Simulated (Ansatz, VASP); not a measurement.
## C in VASP and in Ansatz

File INCAR:

```
SYSTEM = C
ALGO = Normal
EDIFF = 1E-6
ENCUT = 520
GGA = PE
ISIF = 2
ISMEAR = 0
LASPH = .True.
LCHARG = .False.
LREAL = .False.
LWAVE = .False.
NBANDS = 11
NELM = 100
PREC = Accurate
SIGMA = 0.02
```

KPOINTS

```
k-points
0
Gamma
  12 12 12
  0 0 0
```

The input POSCAR:

```
C
1.0
    0.0000000000      1.7833700000      1.7833700000
    1.7833700000      0.0000000000      1.7833700000
    1.7833700000      1.7833700000      0.0000000000
C
2
Direct
    0.0000000000      0.0000000000      0.0000000000
    0.2500000000      0.2500000000      0.2500000000
```

Input for Ansatz:

```yaml
crystal:
  lattice:
    - [0.0, 1.78337, 1.78337]
    - [1.78337, 0.0, 1.78337]
    - [1.78337, 1.78337, 0.0]
  atoms:
    - { symbol: C, position: [0.0, 0.0, 0.0] }
    - { symbol: C, position: [0.25, 0.25, 0.25] }
basis:
  ecutwfc: 420
kpoints:
  mp_grid: { grid: [12, 12, 12] }
hamiltonian:
  xc: pbe
scf:
  occupations: { method: gaussian, width: 0.02 }
output:
  forces: true
  stress: true
  eigenvalues: true
  populations: true
```

Alike in both runs: task single point; functional PBE; k mesh 12 × 12 × 12; occupations gaussian, width 0.02 eV; no spin polarisation.

```csv
,VASP,Ansatz
version,VASP 6.6.1,Ansatz 0.2.0
potentials or method,"VASP PAW PBE potentials, release 64 (C)","scalar-relativistic, plane waves, PAW"
plane-wave cutoff (eV),520,420
valence electrons in the cell,8,8
```

```tsv
	VASP	Ansatz	Ansatz less VASP
gap on the k mesh at the Fermi level (eV)	4.15	4.16	+0.007
least direct gap on the mesh (eV)	5.59	5.59	+0.004
pressure (GPa)	2.5	1.8	-0.67
```

With one functional, cell and mesh, what is left measures potentials, basis and numerics.
